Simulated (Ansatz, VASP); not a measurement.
# Sn18O35 (V_O2) in two plane-wave programs

Aim: how closely do two programs agree when they are given the same cell, functional and k mesh? The cell is taken from a series of runs on this material, whose earlier steps may have relaxed, scaled, displaced or heated it; both programs get it as it stands.

Method: plane waves, with VASP 6.6.1 beside it; r2SCAN, in Ansatz 0.2.0.

**1. Set-up**

The cell holds 53 atoms: 18 Sn and 35 O. Its edges and angles: a = 10.639 Å, b = 6.728 Å, c = 9.602 Å, α = 90.0°, β = 90.0°, γ = 108.4°. It derives from SnO2 (SnO2 (P4_2/mnm)). Nearest the centre at fractional (0.537, 0.769, 0.667): Sn15 at 2.14 Å, Sn9 at 2.14 Å, Sn17 at 2.18 Å, O53 at 2.57 Å, O47 at 2.85 Å, O35 at 2.85 Å, O44 at 2.85 Å, O32 at 2.86 Å.

Coordinates:

```cif
data_structure
_symmetry_space_group_name_H-M 'P 1'
_symmetry_Int_Tables_number 1
_cell_length_a 10.6387
_cell_length_b 6.7285
_cell_length_c 9.6020
_cell_angle_alpha 90.000
_cell_angle_beta 90.000
_cell_angle_gamma 108.435
_cell_volume 652.06
loop_
_atom_site_label
_atom_site_type_symbol
_atom_site_fract_x
_atom_site_fract_y
_atom_site_fract_z
_atom_site_occupancy
Sn1 Sn 0.00144 0.50009 0.16625 1
Sn2 Sn 0.33337 0.16617 0.16624 1
Sn3 Sn 0.66632 0.83243 0.16634 1
Sn4 Sn 0.00226 0.00051 0.99987 1
Sn5 Sn 0.33376 0.66643 0.99970 1
Sn6 Sn 0.66538 0.33205 0.00058 1
Sn7 Sn 0.99575 0.49718 0.49848 1
Sn8 Sn 0.33490 0.16686 0.50010 1
Sn9 Sn 0.67200 0.83526 0.49431 1
Sn10 Sn 0.00204 0.00037 0.33269 1
Sn11 Sn 0.33359 0.66620 0.33272 1
Sn12 Sn 0.66539 0.33188 0.33196 1
Sn13 Sn 0.99574 0.49725 0.83404 1
Sn14 Sn 0.33504 0.16705 0.83231 1
Sn15 Sn 0.67255 0.83573 0.83845 1
Sn16 Sn 0.00128 0.00002 0.66626 1
Sn17 Sn 0.32081 0.65986 0.66618 1
Sn18 Sn 0.66617 0.33245 0.66624 1
O19 O 0.00227 0.80610 0.16627 1
O20 O 0.33301 0.47201 0.16613 1
O21 O 0.66510 0.13728 0.16622 1
O22 O 0.00278 0.19510 0.16629 1
O23 O 0.33347 0.86019 0.16624 1
O24 O 0.66572 0.52681 0.16631 1
O25 O 0.20548 0.10165 0.99765 1
O26 O 0.53780 0.76793 0.99934 1
O27 O 0.86913 0.43363 0.00073 1
O28 O 0.12966 0.56461 0.99727 1
O29 O 0.46240 0.23095 0.99938 1
O30 O 0.79797 0.89870 0.00199 1
O31 O 0.99765 0.80442 0.50004 1
O32 O 0.33856 0.47640 0.50242 1
O33 O 0.66317 0.13551 0.50056 1
O34 O 0.99807 0.19213 0.50001 1
O35 O 0.33933 0.86144 0.50253 1
O36 O 0.66411 0.52663 0.50052 1
O37 O 0.20538 0.10183 0.33473 1
O38 O 0.53758 0.76786 0.33307 1
O39 O 0.86914 0.43343 0.33175 1
O40 O 0.12962 0.56463 0.33523 1
O41 O 0.46234 0.23109 0.33313 1
O42 O 0.79779 0.89878 0.33081 1
O43 O 0.99755 0.80439 0.83249 1
O44 O 0.33892 0.47669 0.82997 1
O45 O 0.66338 0.13578 0.83197 1
O46 O 0.99805 0.19210 0.83257 1
O47 O 0.33936 0.86141 0.82989 1
O48 O 0.66383 0.52673 0.83198 1
O49 O 0.20494 0.10160 0.66628 1
O50 O 0.86816 0.43297 0.66627 1
O51 O 0.12357 0.56142 0.66628 1
O52 O 0.46342 0.23162 0.66619 1
O53 O 0.79191 0.89553 0.66630 1
```

**2. VASP: single point, r2SCAN**

With cell and atoms fixed, the geometry can't cause a difference; cores, projectors, grids and the points listed under the comparison can.

Lines of VASP's logs that name or quote its potential files are left out, and so is its time.

Input file INCAR:

```
SYSTEM = Sn18O35
PREC = Accurate
ENCUT = 580
EDIFF = 1E-06
NELM = 120
ISMEAR = -1
SIGMA = 0.01
LREAL = Auto
ALGO = Normal
METAGGA = R2SCAN
LASPH = .TRUE.
NBANDS = 272
LORBIT = 11
LWAVE = .FALSE.
LCHARG = .FALSE.
ISIF = 2
ISYM = 0
GGA_COMPAT = .FALSE.
EFERMI = MIDGAP
LMIXTAU = .TRUE.
KPAR = 4
```

Input file POSCAR:

```
Sn18O35
1.0
    9.5155030731      4.7577515366      0.0000000000
   -4.7577515366      4.7577515366      0.0000000000
    0.0000000000      0.0000000000      9.6020443945
Sn O
18 35
Direct
    0.0014425676      0.5000905415      0.1662467021
    0.3333725166      0.1661724244      0.1662404664
    0.6663203653      0.8324342948      0.1663397410
    0.0022559049      0.0005092789      0.9998731967
    0.3337616222      0.6664325189      0.9997040439
    0.6653810803      0.3320493473      0.0005786866
    0.9957468399      0.4971836425      0.4984849717
    0.3348959794      0.1668606889      0.5000961358
    0.6720043982      0.8352564605      0.4943149783
    0.0020440640      0.0003738452      0.3326937755
    0.3335924577      0.6661958672      0.3327155886
    0.6653883331      0.3318831590      0.3319616489
    0.9957426384      0.4972460286      0.8340430720
    0.3350406026      0.1670474321      0.8323053138
    0.6725492010      0.8357254096      0.8384542101
    0.0012780997      0.0000156635      0.6662607079
    0.3208110628      0.6598562281      0.6661765382
    0.6661703544      0.3324474409      0.6662413595
    0.0022683053      0.8060990550      0.1662722153
    0.3330148327      0.4720110256      0.1661340614
    0.6651009332      0.1372773279      0.1662239302
    0.0027817912      0.1951034138      0.1662899413
    0.3334687836      0.8601933306      0.1662394591
    0.6657171300      0.5268085204      0.1663088886
    0.2054841829      0.1016496080      0.9976502379
    0.5378018395      0.7679314764      0.9993434872
    0.8691305847      0.4336279861      0.0007306740
    0.1296575244      0.5646097707      0.9972702201
    0.4624031932      0.2309456268      0.9993828069
    0.7979742362      0.8987034852      0.0019931345
    0.9976539679      0.8044186167      0.5000358003
    0.3385642003      0.4763967848      0.5024249949
    0.6631719858      0.1355114139      0.5005565337
    0.9980662353      0.1921334186      0.5000118072
    0.3393251489      0.8614425645      0.5025267568
    0.6641083581      0.5266338978      0.5005150236
    0.2053827740      0.1018328525      0.3347295181
    0.5375792266      0.7678593767      0.3330692763
    0.8691369962      0.4334266588      0.3317501057
    0.1296158142      0.5646345810      0.3352297046
    0.4623407311      0.2310908825      0.3331309567
    0.7977875550      0.8987841533      0.3308148622
    0.9975461324      0.8043868974      0.8324921845
    0.3389186636      0.4766854065      0.8299709652
    0.6633766226      0.1357848451      0.8319704297
    0.9980452674      0.1921046461      0.8325741597
    0.3393631863      0.8614092729      0.8298928740
    0.6638342058      0.5267336828      0.8319797973
    0.2049441624      0.1016041007      0.6662846850
    0.8681602457      0.4329706355      0.6662676357
    0.1235708073      0.5614199389      0.6662792654
    0.4634216091      0.2316201814      0.6661940424
    0.7919065974      0.8955328733      0.6663047558
```

Input file KPOINTS:

```
Points of the shifted mesh
8
Reciprocal
 0.2500000000  0.2500000000  0.2500000000 1
 0.2500000000  0.2500000000  0.7500000000 1
 0.2500000000  0.7500000000  0.2500000000 1
 0.2500000000  0.7500000000  0.7500000000 1
 0.7500000000  0.2500000000  0.2500000000 1
 0.7500000000  0.2500000000  0.7500000000 1
 0.7500000000  0.7500000000  0.2500000000 1
 0.7500000000  0.7500000000  0.7500000000 1
```

The projector-augmented-wave data sets are Sn_d and O (PBE family, release 64).

The run is started by

```sh
$ mpirun -np 8 vasp_std
```

Numbers of over 12 decimals in the logs are rounded to 6 here.

The log of the run:

```text
[banner, memory and clock lines left out]
running    8 mpi-ranks, on    1 nodes
[...]
|                                                                             |
|           W    W    AA    RRRRR   N    N  II  N    N   GGGG   !!!           |
|           W    W   A  A   R    R  NN   N  II  NN   N  G    G  !!!           |
|           W    W  A    A  R    R  N N  N  II  N N  N  G       !!!           |
|           W WW W  AAAAAA  RRRRR   N  N N  II  N  N N  G  GGG   !            |
|           WW  WW  A    A  R   R   N   NN  II  N   NN  G    G                |
|           W    W  A    A  R    R  N    N  II  N    N   GGGG   !!!           |
|                                                                             |
|     For optimal performance we recommend to set                             |
|       NCORE = 2 up to number-of-cores-per-socket                            |
|     NCORE specifies how many cores store one orbital (NPAR=cpu/NCORE).      |
|     This setting can greatly improve the performance of VASP for DFT.       |
[...]
|               ----> ADVICE to this user running VASP <----                  |
|                                                                             |
|     You enforced a specific xc type in the INCAR file but a different       |
|     [... a line on the potential file left out ...]
|     I HOPE YOU KNOW WHAT YOU ARE DOING!                                     |
|                                                                             |

 LDA part: xc-table for (None), standard interpolation
 POSCAR, INCAR and KPOINTS ok, starting setup
[...]
entering main loop
       N       E                     dE             d eps       ncg     rms          rms(c)
DAV:   1     0.102998665061E+05    0.10300E+05   -0.19118E+05  4376   0.294E+03
DAV:   2     0.191015875375E+04   -0.83897E+04   -0.80327E+04  4352   0.931E+02
DAV:   3    -0.564752744649E+03   -0.24749E+04   -0.23457E+04  4536   0.372E+02
DAV:   4    -0.899773830385E+03   -0.33502E+03   -0.32692E+03  5072   0.144E+02
[...]
DAV:  23    -0.750745173300E+03   -0.19877E-04   -0.60611E-06  3832   0.954E-03    0.133E-03
DAV:  24    -0.750745174380E+03   -0.10804E-05   -0.10989E-06  2832   0.463E-03    0.111E-03
DAV:  25    -0.750745174087E+03    0.29364E-06   -0.36403E-07  2368   0.260E-03
   1 F= -.75074517E+03 E0= -.75074517E+03  d E =0.000000E+00
```

Parts of OUTCAR (step 2):

```text
  Total       11.5583636     11.4409631     15.1349014      0.0112621      0.0183438      0.0507938
  in kB       28.4000075     28.1115433     37.1879037      0.0276721      0.0450725      0.1248053
  external PRESSURE =      31.2331515 kB  Pullay stress =       0.0000000 kB

 POSITION                                       TOTAL-FORCE (eV/Angst)
 -----------------------------------------------------------------------------------
     -2.36558      2.38617      1.59631        -0.025174     -0.033974     -0.001311
      2.38160      2.37671      1.59625         0.063422      0.058847     -0.002522
      2.37986      7.13070      1.59720        -0.170848     -0.165952     -0.002459
      0.01904      0.01316      9.60083        -0.063053     -0.072158     -0.108442
      0.00519      4.75868      9.59920         0.176259      0.178425     -0.263471
      4.75163      4.74553      0.00556        -0.024010     -0.010085     -0.375075
      7.10956      7.10299      4.78647        -0.045661     -0.043735      0.050403
      2.39282      2.38723      4.80195         0.107487      0.106599      0.079897
      2.42052      7.17117      4.74643        -0.635983     -0.625800      1.219087
      0.01767      0.01150      3.19454        -0.059594     -0.059811      0.108062
      0.00471      4.75674      3.19475         0.181115      0.190374      0.257674
      4.75249      4.74477      3.18751        -0.026318     -0.020837      0.371395
      7.10922      7.10327      8.00852        -0.037456     -0.040873     -0.052889
      2.39331      2.38881      7.99183         0.109881      0.104604     -0.066198
[...]
-----------------------------------------------------------------------------------
    total drift:                               -0.016396     -0.016071     -0.015644

  FREE ENERGIE OF THE ION-ELECTRON SYSTEM (eV)
  ---------------------------------------------------
  free  energy   TOTEN  =      -750.7451740867 eV

  energy  without entropy=     -750.7451740867  energy(sigma->0) =     -750.74517409

[... 1 further part left out ...]
```

The run ends at a pressure of 3.12 GPa, with forces up to 1.5 eV/Å.

**3. Ansatz: single point, r2SCAN**

Ansatz runs on its PAW soft_1 files.

The same cell, functional, mesh and smearing now go to Ansatz.

Input file input.yaml:

```yaml
crystal:
  checkpoint: "../qp1_M1.relax.run"
  host: checkpoint
basis:
  ecutwfc: 500
  xc_grid: 2
hamiltonian:
  xc: r2scan
  pseudopotentials: { kind: paw, azcp: { folder: soft_1 } }
kpoints:
  mp_grid: { grid: [2, 2, 2], shift: [0.5, 0.5, 0.5] }
scf:
  occupations: { method: fermi_dirac, width: 0.01 }
  max_iter: 60
output:
  forces: true
  eigenvalues: true
  charged_corrections: { defect_position: [0.537295, 0.768648, 0.666667] }
checkpoint:
  read: "../qp1_M1.relax.run"
  write: "../qp1_M1.point_neutral.run"
  compress: false
  write_wavefunctions: false
  write_every: 100000
```

The run is started by

```sh
$ ansatz run input.yaml --threads 4 --pin off --max-ram 15073MiB --backend cpu --events-out ev --progress --plain --runs-dir out
```

The log of the run:

```text
Warning: checkpoint.read: spin treatment differs: saved collinear, current unpolarized; the saved charge density seeds this run and the saved magnetisation is not carried: this deck is unpolarised; the saved density holds an absolute magnetisation of 1.1e0 μB; saved orbitals and DFT+U occupations are not carried; the saved kinetic-energy density and PAW projector densities are carried summed over spin
checkpoint.read: the saved state was converged at a total charge of 1 e, and this run's is 0 e: a saved density that it takes is scaled to its electron count
crystal.checkpoint: the structure is that of <dir>, a `relax` run, at its step 7: its result, under r2scan at a charge of 1 e; 53 atoms read, 0 with a starting moment; this deck's charge is 0 e; crystal.structure_sha256 for this input is
Engine: ansatz 0.2.0, aarch64-unknown-linux-gnu
Pseudopotentials: kind: paw
Pseudopotential: Sn, paw, valence charge 14, recommended cutoff 500 eV (meta_gga), soft_1/Sn.paw.azcp
Pseudopotential: O, paw, valence charge 6, recommended cutoff 500 eV (meta_gga), soft_1/O.paw.azcp
Functional definition: r2SCAN
  parameter k0 = 0.174
  parameter k1 = 0.065
  parameter a1 = 4.9479
  exchange = r2scan_x(k0 = k0, k1 = k1, a1 = a1)
  correlation = r2scan_c
Crystal: 53 atoms, lattice volume = 652.061 Å³
Basis set: ecut = 500 eV, 16551 PW (Γ), exchange–correlation on 160×100×144 points (8 copies of the dense FFT grid, shifted against one another)
Bands: 284, of which v1, the nominal top of the filled ones, is band 231 counted from 1 (230 counted from 0)
Symmetry: 1 space group operations
Space group: P1 (ITA 1), of the structure as read, at distance tolerance 8.7e-5 Å
k-points: 4 of 8 (time reversal used)
Non-local potential: Sn, projectors of the file, l = 0: 2, l = 1: 2, l = 2: 2, l = 3: 1
Non-local potential: O, projectors of the file, l = 0: 2, l = 1: 2, l = 2: 1
PAW form: soft (Blöchl's): semilocal exchange-correlation on the pseudo side does not see the compensation charge
PAW frozen core: Sn, regenerated for the run's functional (the file was generated under x = pbe(κ = 0.804, μ = 0.219515), c = pbe(β = 0.066725))
PAW frozen core: O, regenerated for the run's functional (the file was generated under x = pbe(κ = 0.804, μ = 0.219515), c = pbe(β = 0.066725))
PAW one-centre angular grid: Sn, 590 points (default); XC on 160 Gauss nodes
PAW one-centre angular grid: O, 302 points (default); XC on 160 Gauss nodes
Initial density: read from a saved state, or passed on in memory by an earlier SCF of this step, an earlier step, the calling program or the single point that the run made first
Initial wavefunctions: pseudopotential atomic-orbital guess
Functional: x = r2scan, c = r2scan; τ floored in thin density (d = 2e-4 eV/Å³)
iter 1 solved again at ethr=2.11e-4 eV; its pass at ethr=3.10e-3 eV (dr2=9.73e-1 eV) is discarded
SCF iter   1: F=—  HF=-128602.350372 eV  |F-HF|=—  |Δ(HF+E_count)|=         —  Δρ=6.86e-3  dr2=9.71e-1  dr2_τ=4.32e-3  ethr=2.11e-4  ⟨swp⟩=4.5  Hψ=5938  notcnv=0
preconditioner: auto → Resta (q_TF=auto, 2.576 Å⁻¹)  ε∞=3.3  [insulator: Δε(μ)=1.582 eV  Ē_g=20.582 eV  σ=0.010 eV  W_gap=1.00  n_scr=180 (ndim 8)  ℏωp=31.3 eV  f_vac=0.031  D(μ)=0.00/eV (n_scr^D=0)  ε∞_Penn≈3.3]
SCF iter   2: F=—  HF=-128602.124837 eV  |F-HF|=—  |Δ(HF+E_count)|=   2.26e-1  Δρ=3.12e-3  dr2=1.14e-1  dr2_τ=3.97e-3  ethr=2.10e-4  ⟨swp⟩=5.5  Hψ=2372  notcnv=0
SCF iter   3: F=—  HF=-128602.108396 eV  |F-HF|=—  |Δ(HF+E_count)|=   1.64e-2  Δρ=1.25e-3  dr2=1.22e-2  dr2_τ=1.16e-3  ethr=2.47e-5  ⟨swp⟩=4.0  Hψ=2268  notcnv=0  defer=194
SCF iter   4: F=—  HF=-128602.106685 eV  |F-HF|=—  |Δ(HF+E_count)|=   1.71e-3  Δρ=5.24e-4  dr2=1.92e-3  dr2_τ=1.74e-4  ethr=2.64e-6  ⟨swp⟩=2.0  Hψ=1462  notcnv=0  defer=126
automatic band count: iteration 4 solves 267 bands in place of 284: the levels show a gap, and the empty bands left out lie too high to hold charge; the band table lists the bands solved (type scf.n_extra_bands for more)
SCF iter   5: F=—  HF=-128602.106548 eV  |F-HF|=—  |Δ(HF+E_count)|=   1.37e-4  Δρ=1.65e-4  dr2=1.54e-4  dr2_τ=1.73e-5  ethr=4.16e-7  ⟨swp⟩=2.0  Hψ=1484  notcnv=0  defer=126
SCF iter   6: F=—  HF=-128602.106596 eV  |F-HF|=—  |Δ(HF+E_count)|=   4.83e-5  Δρ=7.45e-5  dr2=3.08e-5  dr2_τ=2.57e-6  ethr=3.33e-8  ⟨swp⟩=2.0  Hψ=1494  notcnv=0  defer=126
SCF iter   7: F=—  HF=-128602.106275 eV  |F-HF|=—  |Δ(HF+E_count)|=   3.21e-4  Δρ=2.23e-5  dr2=2.87e-6  dr2_τ=2.59e-7  ethr=6.66e-9  ⟨swp⟩=2.0  Hψ=1526  notcnv=0  defer=126
SCF iter   8: F=—  HF=-128602.106275 eV  |F-HF|=—  |Δ(HF+E_count)|=   5.46e-7  Δρ=1.10e-5  dr2=6.18e-7  dr2_τ=7.77e-8  ethr=6.20e-10  ⟨swp⟩=2.0  Hψ=1611  notcnv=0  defer=126
SCF iter   9: F=-128602.106275 eV  HF=-128602.106275 eV  |F-HF|=2.74e-8  |Δ(HF+E_count)|=   3.72e-8  Δρ=2.96e-6  dr2=5.44e-8  dr2_τ=3.41e-9  ethr=2.16e-11  ⟨swp⟩=10.0  Hψ=5340  notcnv=0
[...]
k-point 1: bands = [... 227 lower, 8.2773, 8.3448, 8.4876, 10.9922, 12.2196, 12.8784, 13.4915, 13.5802, ... 32 higher]
  k-point 2: bands = [... 227 lower, 8.2080, 8.2978, 8.5748, 10.8320, 12.2797, 12.9856, 13.3162, 13.8343, ... 32 higher]
  k-point 3: bands = [... 227 lower, 8.2085, 8.2976, 8.5749, 10.8318, 12.2799, 12.9859, 13.3161, 13.8349, ... 32 higher]
```

**4. Side by side**

Known differences besides the potentials themselves: VASP keeps PBE cores, Ansatz makes them for the functional; the cutoff is 500 eV in Ansatz and 580 eV in VASP (PREC = Accurate, projectors in real space). Total energies have different zeros and are not compared.

Compared:

```
              quantity  Ansatz   VASP  difference
gap on the k mesh (eV)   1.227  1.237      -0.010
```

Forces on 7 of the 53 atoms, those with the largest forces and the largest differences (eV/Å; atoms numbered as in POSCAR):

```
atom          Ansatz x, y, z            VASP x, y, z
 Sn9   -0.579, -0.571, 1.126   -0.636, -0.626, 1.219
Sn15  -0.581, -0.585, -1.125  -0.639, -0.640, -1.221
Sn17     0.859, 0.858, 0.007     0.939, 0.930, 0.015
 O35   -0.346, 0.051, -0.331   -0.375, 0.079, -0.349
 O44    0.061, -0.351, 0.326    0.089, -0.381, 0.343
 O47    -0.352, 0.063, 0.325    -0.382, 0.092, 0.343
 O53    0.810, 0.814, -0.005    0.856, 0.860, -0.005
```

The forces differ by 23 meV/Å r.m.s., which is 8.6 % of the r.m.s. force of 0.270 eV/Å (both taken over all components). A gap on the mesh is an upper bound, since the band edges may lie between its points.

**5. Outcome**

| Property | Result |
| --- | --- |
| r.m.s. force difference (single point, r2SCAN) | 8.6 % of the r.m.s. force |

What this shows: The r.m.s. force difference is 8.6 % of the r.m.s. force (single point, r2SCAN), beyond the 3 % picked in this series as the mark of a large difference. What causes the difference of the single point, r2SCAN pair stays open here. How closely two codes agree says nothing of how well the functional describes the real material.

[Lines on the potential files, build, host, timing and source positions are cut from VASP's logs without a mark.]

[Logs are printed without paths, hosts, clocks, repeated set-up lines and the standing remarks that a program may print on its own settings, such as how far it seeks lower states.]

[Hosts, paths, dates, database ids (printed as entryN), source tags and the programs' standing remarks are cut or masked in the printed files.]
